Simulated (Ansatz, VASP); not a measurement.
# Pt in VASP and in Ansatz

The input INCAR:

```
SYSTEM = Pt
PREC = Accurate
ENCUT = 600
EDIFF = 1E-6
ISMEAR = -1
SIGMA = 0.05
LREAL = .False.
LASPH = .True.
NELM = 60
ALGO = Normal
ISIF = 3
LWAVE = .False.
LCHARG = .False.
GGA = PE
IBRION = 2
NSW = 45
EDIFFG = -0.005
```

Contents of KPOINTS:

```
regular mesh
0
Gamma
  18 18 18
  0 0 0
```

POSCAR

```
Pt
1.0
   -1.5814887546      1.5814887546      1.5814887546
    1.5814887546     -1.5814887546      1.5814887546
    1.5814887546      1.5814887546     -1.5814887546
Pt
1
Direct
    0.0000000000      0.0000000000      0.0000000000
```

Input for Ansatz:

```yaml
crystal:
  lattice:
    - [-1.5814887546, 1.5814887546, 1.5814887546]
    - [1.5814887546, -1.5814887546, 1.5814887546]
    - [1.5814887546, 1.5814887546, -1.5814887546]
  atoms:
    - { symbol: Pt, position: [0.0, 0.0, 0.0] }
kpoints:
  mp_grid: { grid: [18, 18, 18] }
scf:
  occupations: { method: fermi_dirac, width: 0.05 }
hamiltonian:
  xc: pbe
  pseudopotentials: { kind: all_electron, lapw: { basis_error: 0.0005 } }
output:
  forces: true
  stress: true
  eigenvalues: true
  populations: true
relax:
  f_tol: 0.005
  max_steps: 25
  cell: {}
```

Alike in both runs: task relaxation of cell and atoms; functional PBE; k mesh 18 × 18 × 18; occupations fermi-dirac, width 0.05 eV; no spin polarisation.

|  | VASP | Ansatz |
| --- | --- | --- |
| version | VASP 6.6.1 | Ansatz 0.2.0 |
| potentials or method | VASP PAW PBE potentials, release 64 (Pt) | all-electron LAPW, scalar-relativistic |
| plane-wave cutoff (eV) | 600 | see its input |

|  | VASP | Ansatz | Ansatz less VASP |
| --- | --- | --- | --- |
| relaxed volume (Å³/atom) | 15.80 | 15.82 | +0.025 |
| relaxed cell length with the largest relative difference (Å) | 2.738 | 2.739 | +0.0015 |

Ansatz ran all-electron here, so the differences hold the error of VASP's frozen core and of both bases.

The runs have no spin-orbit coupling, so splittings on Pt are missing.
